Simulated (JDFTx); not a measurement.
GaN:

```
Ga N
1.0
     3.18000    0.00000    0.00000
    -1.59000    2.75396    0.00000
     0.00000    0.00000    5.16600
Ga N
2 2
Cartesian
  1.5900 0.9180 2.5830
  0.0000 1.8360 0.0000
  1.5900 0.9180 4.5203
  0.0000 1.8360 1.9373
```

| Item | Value |
| --- | --- |
| Program | JDFTx 1.7.0 (patched build) |
| Task | single point |
| Functional | PBE |
| Potentials or basis | PseudoDojo-SR-PBE-0.5-standard with smoothed tails |
| Cutoff | 1143 eV |
| Density cutoff | 9143 eV |
| k mesh | 10 × 10 × 5 |
| Occupations | fermi-dirac, width 0.05 eV |
| Spin | no spin polarisation |

On this cell: pressure 7.5 GPa; largest force 0.137 eV/Å; band gap on the k mesh 2.01 eV, direct.

The same run follows on a disturbed copy (atoms moved at random, drawn with an rms of 0.05 Å):

```
CELL_PARAMETERS angstrom
3.18000 0.00000 0.00000
-1.59000 2.75396 0.00000
0.00000 0.00000 5.16600
ATOMIC_POSITIONS crystal
Ga 0.67793 0.33774 0.49895
Ga 0.34599 0.66972 0.01059
N 0.67025 0.34254 0.87619
N 0.33420 0.65293 0.37421
```

**Question.** What changes?

**Answer.** The energy moves by +18.0 meV/atom; pressure 8.0 GPa; largest force 1.537 eV/Å; band gap on the k mesh 1.89 eV, direct.

Forces on the atoms (eV/Å):
```
Ga  -0.088 -0.530  0.500
Ga  -0.455  0.183 -1.457
N    0.496 -0.261  0.199
N    0.046  0.609  0.757
```

Stress tensor (GPa, compression positive):
```
 8.43 -1.03 -0.94
-1.03  4.00 -0.66
-0.94 -0.66 11.62
```

